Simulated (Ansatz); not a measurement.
# Al12N11: the cost of one run

Method: DFT PBE, scalar-relativistic, plane waves, PAW, in Ansatz 0.2.0.

2 further runs of the same task are left out: 2 set aside as unsound or not needed.

### 1 The structure to begin with

The structure is hexagonal, space group P-62m (No. 189). The conventional cell has a = 5.741 Å, b = 5.741 Å, c = 8.374 Å, α = 90.00°, β = 90.00°, γ = 120.00°. Al (site symmetry 3m) is surrounded by 4 N at 1.91 to 2.09 Å. Al (site symmetry 3) has 5 N at 1.91 to 2.09 Å as nearest neighbours. Al (site symmetry m2m) has 4 N at 1.91 to 2.09 Å as nearest neighbours. Al (site symmetry m2m) is surrounded by 5 N at 1.91 to 2.09 Å. Around N (site symmetry -62m) lie 5 Al at 1.91 to 2.09 Å. N (site symmetry -6) is surrounded by 5 Al at 1.91 to 2.09 Å. N (site symmetry m) has 5 Al at 1.91 to 2.09 Å as nearest neighbours.

Coordinates:

```cif
data_structure
_symmetry_space_group_name_H-M 'P-62m'
_symmetry_Int_Tables_number 189
_cell_length_a 5.7405
_cell_length_b 5.7405
_cell_length_c 8.3738
_cell_angle_alpha 90.000
_cell_angle_beta 90.000
_cell_angle_gamma 120.000
_cell_volume 238.98
loop_
_atom_site_label
_atom_site_type_symbol
_atom_site_symmetry_multiplicity
_atom_site_Wyckoff_symbol
_atom_site_fract_x
_atom_site_fract_y
_atom_site_fract_z
_atom_site_occupancy
Al1 Al 2 e 0.00000 0.00000 0.25000 1
Al2 Al 4 h 0.33333 0.66667 0.25000 1
Al3 Al 3 f 0.00000 0.66667 0.00000 1
Al4 Al 3 g 0.00000 0.66667 0.50000 1
N1 N 1 b 0.00000 0.00000 0.50000 1
N2 N 2 c 0.33333 0.66667 0.00000 1
N3 N 2 d 0.33333 0.66667 0.50000 1
N4 N 6 i 0.00000 0.66667 0.25000 1
```

It goes back to an entry of the Materials Project, which need not be the stable form.

It is built from the cell relaxed beforehand with the same method (9.96 Å³/atom).

### 2 The vacancy and the jump

The supercell lacks one N atom, at fractional position (0.333, 0.333, 0.125), and holds 23 atoms. Atom 20 (N), 2.84 Å away, is to jump into the empty site. The cell is fixed.

### 3 Relaxing around the vacancy

input.yaml

```yaml
crystal:
  lattice:
    - [0.0, -5.7405226851, 0.0]
    - [4.9714384763, 2.8702613426, 0.0]
    - [0.0, 0.0, 8.3737655613]
  atoms:
    - { symbol: Al, position: [0.3333333333, 0.3333333333, 0.375] }
    - { symbol: Al, position: [0.3333333333, 0.3333333333, 0.875] }
    - { symbol: Al, position: [0.6666666667, 0.0, 0.375] }
    - { symbol: Al, position: [0.6666666667, 0.0, 0.875] }
    - { symbol: Al, position: [0.0, 0.6666666667, 0.375] }
    - { symbol: Al, position: [0.0, 0.6666666667, 0.875] }
    - { symbol: Al, position: [0.6666666667, 0.6666666667, 0.125] }
    - { symbol: Al, position: [0.6666666667, 0.6666666667, 0.625] }
    - { symbol: Al, position: [1.0, 0.3333333333, 0.125] }
    - { symbol: Al, position: [1.0, 0.3333333333, 0.625] }
    - { symbol: Al, position: [0.3333333333, 1.0, 0.125] }
    - { symbol: Al, position: [0.3333333333, 1.0, 0.625] }
    - { symbol: "N", position: [0.3333333333, 0.3333333333, 0.625] }
    - { symbol: "N", position: [0.6666666667, 0.0, 0.125] }
    - { symbol: "N", position: [0.6666666667, 0.0, 0.625] }
    - { symbol: "N", position: [0.0, 0.6666666667, 0.125] }
    - { symbol: "N", position: [0.0, 0.6666666667, 0.625] }
    - { symbol: "N", position: [0.6666666667, 0.6666666667, 0.375] }
    - { symbol: "N", position: [0.6666666667, 0.6666666667, 0.875] }
    - { symbol: "N", position: [1.0, 0.3333333333, 0.375] }
    - { symbol: "N", position: [1.0, 0.3333333333, 0.875] }
    - { symbol: "N", position: [0.3333333333, 1.0, 0.375] }
    - { symbol: "N", position: [0.3333333333, 1.0, 0.875] }
basis:
  ecutwfc: 420
kpoints:
  mp_grid: { grid: [6, 6, 2] }
hamiltonian:
  xc: pbe
scf:
  occupations: { method: gaussian, width: 0.05 }
output:
  forces: true
  stress: true
  eigenvalues: true
  write_density: true
  write_potential: true
  elf: true
  volumetric_format: npy
relax:
  adjacent_minimum: "off"
  f_tol: 0.02
  max_steps: 50
```

The run is started by

```console
> ansatz run input.yaml --threads 4 --pin off --max-ram 9216MiB --backend cpu --events-out ev --progress --plain --runs-dir out
```

**Question.** How long does this run take on 4 threads of Intel Xeon Platinum 8375C at 2.90GHz (Ice Lake), shared host, and how much memory does it need?

About 18 s, with a peak of 0.79 GiB.
